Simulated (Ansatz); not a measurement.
# Fe3Ge (Pm-3m) in Ansatz: notebook

Runs on Fe3Ge. Level: PBEsol. Tasks: single point.

Everything below comes from runs of Ansatz 0.2.0. Logs are shortened: lines on timing, memory, paths and dates and some standing lists are left out, and cuts for length are marked.

## 1. The crystal as given

It takes space group Pm-3m (No. 221, cubic). Conventional cell: a = 3.661 Å, b = 3.661 Å, c = 3.661 Å, α = 90.00°, β = 90.00°, γ = 90.00°. Ge (site symmetry m-3m) has 12 Fe at 2.59 Å as nearest neighbours. Fe (site symmetry 4/mmm) is surrounded by 4 Ge at 2.59 Å and 8 Fe at 2.59 Å.

The cell comes from a database or a generator and needn't be the stable form of this composition.

## 2. Single point, PBEsol, collinear spin, program default start

Contents of input.yaml:

```yaml
crystal:
  lattice:
    - [3.66050052, 0.0, 0.0]
    - [0.0, 3.66050052, 0.0]
    - [0.0, 0.0, 3.66050052]
  atoms:
    - { symbol: Ge, position: [0.0, 0.0, 0.0] }
    - { symbol: Fe, position: [0.5, 0.0, 0.5] }
    - { symbol: Fe, position: [0.5, 0.5, 0.0] }
    - { symbol: Fe, position: [0.0, 0.5, 0.5] }
hamiltonian:
  xc: pbesol
  pseudopotentials: { kind: paw }
magnetization:
  spin_polarized: true
  initial_magnetization: 0.0
  spin_locking: { lock_magnetization: hard }
kpoints:
  mp_grid: { grid: [6, 6, 6] }
scf:
  occupations: { method: fermi_dirac, width: 0.05 }
  lower_state_search: "off"
output:
  forces: true
  stress: true
  eigenvalues: true
```

Potentials or basis: Ansatz PAW.

The run is started by

```sh
$ ansatz run input.yaml --threads 2 --pin off --max-ram 5632MiB --backend cpu --events-out ev --progress --plain --runs-dir out
```

Log:

```text
Warning: output.stress: scf.convergence.dr2_threshold = 1e-7 eV (the SCF's general default) is looser than the 4e-10 eV advised for a printed stress (1e-10 eV for each atom of the cell: 4). What an SCF threshold leaves in a stress goes as its square root, and in the free energy as the threshold itself, and one threshold admits the most on a small cell: of the crystals measured, under no hybrid functional and no lock of the moments, on runs that ended without the residual-converged pass, on stresses that held no estimate of that error, the worst erred by over 100 MPa in a component at 1e-7 eV an atom and by under 5 at 1e-10. Set scf.convergence.dr2_threshold to 4e-10 eV or tighter. The threshold is an SCF's pass mark: one that does not reach it within its budget of iterations ends unconverged, or closes short of it on a stop that the run arms, and scf.convergence.dr2_threshold's page says what that costs each kind of run
Warning: RAYON_NUM_THREADS=2 ignored (pool sized by the plan → 2); use --threads N
Engine: ansatz 0.2.0, aarch64-unknown-linux-gnu
Pseudopotentials: kind: paw
Pseudopotential: Ge, paw, valence charge 14, recommended cutoff 420 eV (normal), Ge.paw.azcp
Pseudopotential: Fe, paw, valence charge 16, recommended cutoff 420 eV (normal), Fe.paw.azcp
Functional definition: PBEsol
  exchange = pbesol_x
  correlation = pbesol_c
Crystal: 4 atoms, lattice volume = 49.048 Å³
Basis set: ecut = 420 eV, 949 PW (Γ), exchange–correlation on 50×50×50 points (8 copies of the dense FFT grid, shifted against one another)
Bands: 38, of which v1, the nominal top of the filled ones, is band 31 counted from 1 (30 counted from 0)
Symmetry: 48 space group operations
Space group: Pm-3m (ITA 221), of the structure as read, at distance tolerance 3.7e-5 Å
k-points: 20 of 216
Non-local potential: Ge, projectors of the file, l = 0: 2, l = 1: 2, l = 2: 3, l = 3: 1
Non-local potential: Fe, projectors of the file, l = 0: 3, l = 1: 2, l = 2: 3, l = 3: 1
PAW form: soft (Blöchl's): semilocal exchange-correlation on the pseudo side does not see the compensation charge
PAW frozen core: Ge, regenerated for the run's functional, and the local potential with it (the file was generated under x = pbe(κ = 0.804, μ = 0.2195149727645171), c = pbe(β = 0.06672455060314922))
PAW frozen core: Fe, regenerated for the run's functional, and the local potential with it (the file was generated under x = pbe(κ = 0.804, μ = 0.2195149727645171), c = pbe(β = 0.06672455060314922))
PAW one-centre angular grid: Ge, 590 points (default); XC on 64 Gauss nodes
PAW one-centre angular grid: Fe, 590 points (default); XC on 64 Gauss nodes
Initial density: superposition of atomic densities (chi_scale 0.1, normalization cell, long waves kept (reshape's long-wave potential 0.00 eV rms))
Initial wavefunctions: pseudopotential atomic-orbital guess
Functional: x = pbesol(κ = 0.804, μ = 0.12345679012345678), c = pbesol(β = 0.046)
SCF iter   1: F=—  HF=-17600.089298 eV  |F-HF|=—  |Δ(HF+E_count)|=         —  Δρ=2.43e-2 (↑2.43e-2 ↓2.43e-2)  dr2=2.33e0  dr2_m=0.00e0  M=0.000 μB ∫|m|=0.000 μB  β_m=0.30  ethr=3.10e-3  ⟨swp⟩=4.9  Hψ=2432  notcnv=0
preconditioner: auto → Kerker (q_TF=auto, 2.837 Å⁻¹)  [metal: Δε(μ)=0.023 eV  Ē_g=9.668 eV  σ=0.050 eV  W_gap=0.11  n_scr=18 (ndim 8)  ℏωp=32.7 eV  f_vac=0.000  D(μ)=12.87/eV (n_scr^D=256)]
spin=Collinear: Kerker preconditioning applied to the charge; magnetization (m = ρ↑ − ρ↓) channel mixes plain (no charge-response kernel on spin).
SCF iter   2: F=—  HF=-17599.679273 eV  |F-HF|=—  |Δ(HF+E_count)|=   4.10e-1  Δρ=2.05e-2 (↑2.05e-2 ↓2.05e-2)  dr2=1.26e0  dr2_m=0.00e0  M=0.000 μB ∫|m|=0.000 μB  β_m=0.57  ethr=3.10e-3  ⟨swp⟩=2.0  Hψ=1020  notcnv=0
[... 13 lines left out ...]
Magnetization: 0.0000 μB (31.0000 up, 31.0000 down)
Absolute magnetization: 0.0000 μB (∫|ρ↑−ρ↓|)
Spin contamination: 0.0000 ħ² per cell (⟨S²⟩ above its minimum at these occupations)
Per-site moments (μB) at R_I (Å): [(0.0, 1.0677004553444145), (0.0, 1.0677004553444145), (0.0, 1.0677004553444145), (0.0, 1.0677004553444145)]
Free energy (F): -17599.171878 eV
Harris-Foulkes:  -17599.171878 eV  (|F-HF|=5.02e-9)
Internal energy: -17599.065904 eV  (E = F + TS)
E sigma→0 (E₀):  -17599.118891 eV
Entropy (-TS):   -0.105973 eV (-26.493 meV/atom)
Fermi energy:    17.079455 (↑ 17.079455, ↓ 17.079455) eV
--- Per-component energies (eV) ---
  E_band       = -722.074718
  E_kinetic    = 1167.591225
  E_local      = -8271.040709  (includes V_loc(G=0)·N_el)
  E_nonlocal   = 1077.388722
  E_hartree    = 3514.644289
  E_xc         = -426.523634
  E_vxc        = -519.442728  (∫ρ·V_xc dr)
  E_paw        = -5983.033664  (= ΣΔE_a)
  E_vpaw       = -1205.868083  (= ΣTr[D̂ρ^β])
  E_aug_tail   = 0.002684  (compensation charges beyond the density's cutoff)
  E_ewald      = -8679.550360
  E_core_change = 1.455541  (= ΣΔE_core)
  E_smearing   = -0.105973  (= −TS)
  E_closure    = -0.000000  (closes the sum)
  Σ components = -17599.171878   (vs F -17599.171878, Δ=0.00e0)
--- Forces (eV/Å), atoms counted from 1 ---
  atom   1  Ge    -0.00000000     0.00000000    -0.00000000
  atom   2  Fe     0.00000000    -0.00000000    -0.00000000
  atom   3  Fe     0.00000000     0.00000000     0.00000000
  atom   4  Fe     0.00000000    -0.00000000     0.00000000
  max |Σ_I F_I| component: 2.19e-28 eV/Å
--- Stress (GPa, compression-positive) ---
      -24.624178       0.000000       0.000000
        0.000000     -24.624178       0.000000
        0.000000       0.000000     -24.624178
  P = ⅓ Tr σ = -24.6242 GPa (-246.242 kbar)
--- Band table (eV; the first three rows and the last of 40) ---
  k-point 0 ↑: bands = ["-69.3624", "-69.3066", "-69.3066", "-35.6644", "-35.6644", "-35.6644", "-35.5002", "-35.5002", "-35.5002", "-35.4383", "-35.4383", "-35.4383", "-7.2783", "-7.2783", "-7.2709", "-7.2709", "-7.2709", "5.4495", "12.6485", "13.9713", "13.9713", "14.3455", "14.3455", "14.3455", "16.4219", "16.4219", "16.4219", "16.6016", "16.6016", "16.6016", "17.4260", "17.4260", "17.9536", "18.1903", "18.1903", "18.1903", "21.0272", "24.6622"]
  k-point 1 ↑: bands = ["-69.3591", "-69.3099", "-69.3066", "-35.6562", "-35.6562", "-35.6505", "-35.5029", "-35.5029", "-35.5010", "-35.4542", "-35.4440", "-35.4440", "-7.2773", "-7.2736", "-7.2707", "-7.2706", "-7.2706", "5.7339", "12.5961", "13.4251", "14.1970", "14.2730", "14.2730", "14.4256", "15.7992", "15.7992", "16.0190", "16.5010", "17.1895", "17.1895", "17.3082", "17.4216", "17.8000", "18.1907", "18.5263", "18.5263", "21.6473", "24.5924"]
  k-point 2 ↑: bands = ["-69.3505", "-69.3183", "-69.3065", "-35.6370", "-35.6370", "-35.6122", "-35.5114", "-35.5114", "-35.5026", "-35.4964", "-35.4547", "-35.4547", "-7.2753", "-7.2703", "-7.2699", "-7.2699", "-7.2644", "6.4911", "11.1920", "13.5276", "14.0638", "14.0638", "14.6143", "14.7654", "15.6445", "15.6445", "15.9419", "16.2713", "16.9072", "16.9578", "16.9578", "17.2469", "17.5373", "18.1915", "19.9024", "19.9024", "21.6839", "24.4169"]
  k-point 19 ↓: bands = ["-69.3249", "-69.3249", "-69.3249", "-35.7597", "-35.6190", "-35.6190", "-35.6190", "-35.4731", "-35.4731", "-35.4230", "-35.4230", "-35.4230", "-7.2790", "-7.2790", "-7.2790", "-7.2512", "-7.2512", "8.3699", "13.6404", "13.6404", "13.6404", "13.8176", "13.8176", "13.8176", "15.7611", "15.7611", "15.7611", "16.5491", "16.5491", "16.5491", "16.9620", "16.9620", "17.0138", "17.9731", "17.9731", "17.9731", "18.4515", "22.2309"]
```

Wall time 1.7 s (2 threads of Arm Neoverse V2, shared host); peak memory 0.34 GiB.

What came out:

* Free energy: -17599.1719 eV
* Pressure: -24.6 GPa
* Net moment: 0.00 μB per cell
* Absolute moment: 0.00 μB per cell

Caveat: the total moment is fixed, so each spin has its own Fermi level; the PAW data sets come from PBE, with cores solved anew for the run's functional, which leaves a small shift of forces and pressure; the thresholds are loose for stress.

## 3. Single point, PBEsol, collinear spin, ferromagnetic start

Contents of input.yaml:

```yaml
crystal:
  lattice:
    - [3.66050052, 0.0, 0.0]
    - [0.0, 3.66050052, 0.0]
    - [0.0, 0.0, 3.66050052]
  atoms:
    - { symbol: Ge, position: [0.0, 0.0, 0.0] }
    - { symbol: Fe, position: [0.5, 0.0, 0.5], spin: 0.7333333333 }
    - { symbol: Fe, position: [0.5, 0.5, 0.0], spin: 0.7333333333 }
    - { symbol: Fe, position: [0.0, 0.5, 0.5], spin: 0.7333333333 }
hamiltonian:
  xc: pbesol
  pseudopotentials: { kind: paw }
magnetization:
  spin_polarized: true
  initial_magnetization: 2.2
  spin_locking: { lock_magnetization: hard }
kpoints:
  mp_grid: { grid: [6, 6, 6] }
scf:
  occupations: { method: fermi_dirac, width: 0.05 }
  lower_state_search: "off"
output:
  forces: true
  stress: true
  eigenvalues: true
```

Potentials or basis: Ansatz PAW.

The run is started by

```sh
$ ansatz run input.yaml --threads 2 --pin off --max-ram 5632MiB --backend cpu --events-out ev --progress --plain --runs-dir out
```

Log:

```text
Warning: output.stress: scf.convergence.dr2_threshold = 1e-7 eV (the SCF's general default) is looser than the 4e-10 eV advised for a printed stress (1e-10 eV for each atom of the cell: 4). What an SCF threshold leaves in a stress goes as its square root, and in the free energy as the threshold itself, and one threshold admits the most on a small cell: of the crystals measured, under no hybrid functional and no lock of the moments, on runs that ended without the residual-converged pass, on stresses that held no estimate of that error, the worst erred by over 100 MPa in a component at 1e-7 eV an atom and by under 5 at 1e-10. Set scf.convergence.dr2_threshold to 4e-10 eV or tighter. The threshold is an SCF's pass mark: one that does not reach it within its budget of iterations ends unconverged, or closes short of it on a stop that the run arms, and scf.convergence.dr2_threshold's page says what that costs each kind of run
Warning: RAYON_NUM_THREADS=2 ignored (pool sized by the plan → 2); use --threads N
[... 7 set-up lines as earlier in the session ...]
Crystal: 4 atoms, lattice volume = 49.048 Å³
Basis set: ecut = 420 eV, 949 PW (Γ), exchange–correlation on 50×50×50 points (8 copies of the dense FFT grid, shifted against one another)
Bands: 39, of which v1, the nominal top of the filled ones, is band 31 counted from 1 (30 counted from 0)
[... 2 set-up lines as earlier in the session ...]
Magnetic group: BNS 221.92 (UNI 1594), of the structure as read, at distance tolerance 3.7e-5 Å
k-points: 20 of 216
[... 7 set-up lines as earlier in the session ...]
Initial density: superposition of atomic densities (chi_scale 0.1, normalization cell)
Starting moments: Σ|m| = 2.2 μB on 3 of 4 sites
[... 31 lines left out ...]
Fermi energy:    17.116908 (↑ 16.868875, ↓ 17.364941) eV
--- Per-component energies (eV) ---
  E_band       = -721.638627
  E_kinetic    = 1167.199172
  E_local      = -8272.149539  (includes V_loc(G=0)·N_el)
  E_nonlocal   = 1078.380700
  E_hartree    = 3515.479596
  E_xc         = -426.546739
  E_vxc        = -519.450381  (∫ρ·V_xc dr)
  E_paw        = -5983.660385  (= ΣΔE_a)
  E_vpaw       = -1206.573786  (= ΣTr[D̂ρ^β])
  E_aug_tail   = 0.002684  (compensation charges beyond the density's cutoff)
  E_ewald      = -8679.550360
  E_core_change = 1.455541  (= ΣΔE_core)
  E_smearing   = -0.080875  (= −TS)
  E_closure    = 0.000000  (closes the sum)
  Σ components = -17599.470204   (vs F -17599.470204, Δ=0.00e0)
--- Forces (eV/Å), atoms counted from 1 ---
  atom   1  Ge    -0.00000000     0.00000000     0.00000000
  atom   2  Fe    -0.00000000    -0.00000000     0.00000000
  atom   3  Fe     0.00000000     0.00000000    -0.00000000
  atom   4  Fe     0.00000000     0.00000000    -0.00000000
  max |Σ_I F_I| component: 8.91e-29 eV/Å
--- Stress (GPa, compression-positive) ---
      -22.814437      -0.000000      -0.000000
        0.000000     -22.814437       0.000000
        0.000000       0.000000     -22.814437
  P = ⅓ Tr σ = -22.8144 GPa (-228.144 kbar)
--- Band table (eV; the first three rows and the last of 40) ---
  k-point 0 ↑: bands = ["-69.7682", "-69.7132", "-69.7132", "-36.0753", "-36.0753", "-36.0753", "-35.8808", "-35.8808", "-35.8808", "-35.8404", "-35.8404", "-35.8404", "-7.2418", "-7.2418", "-7.2347", "-7.2347", "-7.2347", "5.4529", "12.3599", "13.7908", "13.7908", "14.1222", "14.1222", "14.1222", "16.1685", "16.1685", "16.1685", "16.4266", "16.4266", "16.4266", "16.8554", "16.8554", "17.6909", "17.9358", "17.9358", "17.9358", "20.8107", "24.5076", "24.5076"]
  k-point 1 ↑: bands = ["-69.7649", "-69.7164", "-69.7132", "-36.0680", "-36.0680", "-36.0626", "-35.8835", "-35.8835", "-35.8816", "-35.8550", "-35.8451", "-35.8451", "-7.2409", "-7.2372", "-7.2345", "-7.2344", "-7.2344", "5.7384", "12.3806", "13.2442", "14.0144", "14.0509", "14.0509", "14.2057", "15.5933", "15.5933", "15.8828", "16.0665", "16.7471", "16.8486", "16.9125", "16.9125", "17.5398", "17.9362", "18.3336", "18.3336", "21.4778", "24.4500", "25.1050"]
  k-point 2 ↑: bands = ["-69.7565", "-69.7247", "-69.7131", "-36.0514", "-36.0514", "-36.0293", "-35.8921", "-35.8921", "-35.8920", "-35.8831", "-35.8532", "-35.8532", "-7.2389", "-7.2341", "-7.2337", "-7.2337", "-7.2280", "6.4997", "11.1516", "13.2098", "13.8451", "13.8451", "14.4075", "14.5803", "15.4451", "15.4451", "15.7072", "15.8277", "16.3582", "16.6580", "16.6580", "16.7605", "17.1895", "17.9369", "19.7356", "19.7356", "21.6044", "24.3043", "24.5516"]
  k-point 19 ↓: bands = ["-68.8582", "-68.8582", "-68.8582", "-35.2233", "-35.2094", "-35.2094", "-35.2094", "-35.0094", "-35.0094", "-35.0094", "-34.9295", "-34.9295", "-7.2559", "-7.2559", "-7.2559", "-7.2274", "-7.2274", "8.4142", "13.8041", "13.8041", "13.8041", "13.8177", "13.8177", "13.8177", "16.0072", "16.0072", "16.0072", "17.0574", "17.1943", "17.1943", "17.1943", "17.4818", "17.4818", "18.2689", "18.2689", "18.2689", "18.8779", "22.4456", "22.4456"]
```

Wall time 3.5 s (2 threads of Arm Neoverse V2, shared host); peak memory 0.35 GiB.

What came out:

| Property | Result |
| --- | --- |
| Free energy | -17599.4702 eV |
| Pressure | -22.8 GPa |
| Net moment | 2.20 μB per cell |
| Absolute moment | 2.45 μB per cell |
| Site moments | Ge -0.06; Fe +0.77 μB |

Caveat: the total moment is fixed, so each spin has its own Fermi level; the PAW data sets come from PBE, with cores solved anew for the run's functional, which leaves a small shift of forces and pressure; the thresholds are loose for stress.
